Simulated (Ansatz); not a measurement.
Results of r²SCAN+rVV10 (Ansatz, a first-principles code, PAW) for skutterudite CoSb3.

Settings: plane-wave cutoff 560 eV, 6×6×6 k mesh, Fermi–Dirac smearing 0.01 eV, no spin polarisation, scalar-relativistic PAW data made under PBE.

Cell (relaxed at this level):

```
CELL_PARAMETERS angstrom
     -4.51004     4.51004     4.51004
      4.51004    -4.51004     4.51004
      4.51004     4.51004    -4.51004
ATOMIC_POSITIONS crystal
  Co 0.00000 0.00000 0.50000
  Co 0.50000 0.50000 0.50000
  Co 0.50000 0.00000 0.00000
  Co 0.00000 0.50000 0.00000
  Sb 0.84136 0.66615 0.50751
  Sb 0.50751 0.84136 0.66615
  Sb 0.17521 0.84136 0.33385
  Sb 0.49249 0.15864 0.33385
  Sb 0.82479 0.15864 0.66615
  Sb 0.66615 0.50751 0.84136
  Sb 0.66615 0.82479 0.15864
  Sb 0.15864 0.66615 0.82479
  Sb 0.33385 0.49249 0.15864
  Sb 0.33385 0.17521 0.84136
  Sb 0.15864 0.33385 0.49249
  Sb 0.84136 0.33385 0.17521
```

Question: Predict the bulk modulus, band gap and pressure derivative B′ of the bulk modulus.

Answer: 
- bulk modulus = 95.9 GPa
- band gap = 0.48 eV
- pressure derivative B′ of the bulk modulus = 4.8

Measured, for comparison: band gap 0.63 eV (temperature not stated, not corrected to a static lattice; as tabulated in Kim et al. (2020), doi:10.1038/s41597-020-00723-8); bulk modulus 95 ± 5 GPa (room temperature, not corrected to a static lattice, our sources range from 85.0 to 95.0; as tabulated in Alexeev et al. (2016), arXiv:1601.07731). Computed (rounded) less measured: bulk modulus +0.9 % (+0.9 % to +13 % over the range).

Note: the bulk modulus comes from volumes at which shape and atoms were relaxed.

Spin–orbit coupling is not included; with these elements it can move the gap by several tenths of an eV or more.

Static lattice: no zero-point or thermal effects.

It cost roughly 30 core-minutes of CPU time.
